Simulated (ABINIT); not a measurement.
## AlCu: band structure with PBEsol

The system is AlCu.

```xyz
2
Lattice="2.9975 0.0000 0.0000 0.0000 2.9975 0.0000 0.0000 0.0000 2.9975" Properties=species:S:1:pos:R:3 pbc="T T T"
Cu    1.4988    1.4988    1.4988
Al    0.0000    0.0000    0.0000
```

The cell comes from a database or a generator and needn't be the stable form of this composition.

```
Program             : ABINIT 10.8.3 (patched build)
Task                : band structure
Functional          : PBEsol
Potentials or basis : PseudoDojo NC SR PBEsol v0.4.1 standard
Cutoff              : 1252 eV
k mesh              : 9 × 9 × 9
Occupations         : fermi-dirac, width 0.05 eV
Spin                : no spin polarisation
```

```
Pressure                                              : -5.0 GPa
Band gap on the k mesh                                : none (metal or under the smearing width)
Valence electrons inside the program's atomic spheres : Cu 17.35; Al 0.88
```

Levels at the corners of the path, in eV from the Fermi level:
| point | band 7 | band 8 | band 9 | band 10 | band 11 | band 12 | band 13 | band 14 | band 15 | band 16 |
| --- | --- | --- | --- | --- | --- | --- | --- | --- | --- | --- |
| Γ | -4.75 | -3.73 | -3.73 | -3.73 | 3.87 | 3.87 | 3.87 | 6.43 | 6.43 | 9.98 |
| X | -4.48 | -4.17 | -4.17 | -3.67 | -2.98 | 7.29 | 8.08 | 8.08 | 8.58 | 8.58 |
| M | -4.06 | -4.06 | -3.67 | -3.67 | -3.32 | -0.79 | 0.01 | 10.16 | 12.93 | 12.93 |
| Γ | -4.75 | -3.73 | -3.73 | -3.73 | 3.87 | 3.87 | 3.87 | 6.43 | 6.43 | 9.98 |
| R | -5.32 | -3.30 | -3.30 | 0.78 | 0.78 | 0.78 | 1.89 | 2.31 | 2.31 | 2.31 |
| X | -4.48 | -4.17 | -4.17 | -3.67 | -2.98 | 7.29 | 8.08 | 8.08 | 8.58 | 8.58 |

Wall time 75 s on 1 thread of Arm Neoverse V2, on a shared host, peak memory 0.1 GiB.
